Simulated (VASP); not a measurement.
Runs of VASP 6.6.1 on TiTe. It takes space group Fm-3m (No. 225, cubic). The conventional cell has a = 6.100 Å, b = 6.100 Å, c = 6.100 Å, α = 90.00°, β = 90.00°, γ = 90.00°. Ti (site symmetry m-3m) has 6 Te at 3.05 Å as nearest neighbours. Te (site symmetry m-3m) has 6 Ti at 3.05 Å as nearest neighbours. The cell comes from a database or a generator and needn't be the stable form of this composition.

```csv
level,monkhorst-Pack mesh,other keys,pressure (GPa),relaxed volume (Å³/atom)
BLYP+D3(BJ),-,-,0.0,21.47
BLYP+D3,-,-,0.0,(b)
BLYP,yes,shifted = yes,0.0,(a)
BLYP+D4,-,-,0.0,22.60
BLYP,-,-,0.0,24.22
```

Alike in all rows: task relaxation of cell and atoms; potentials or basis VASP PAW PBE potentials, release 64 (Ti_sv, Te); no spin polarisation; cell relaxed; k mesh 8 × 8 × 8; cutoff (eV) 600; smearing fermi-dirac 0.05 eV.

Task: Estimate the missing entries.

Result: (a) 24.24; (b) 23.46.

Caveats: the PAW data sets were made with another functional, which shifts forces and pressure a little; the volume moved by over 15 % at a fixed basis, so the end points are rough (some runs).
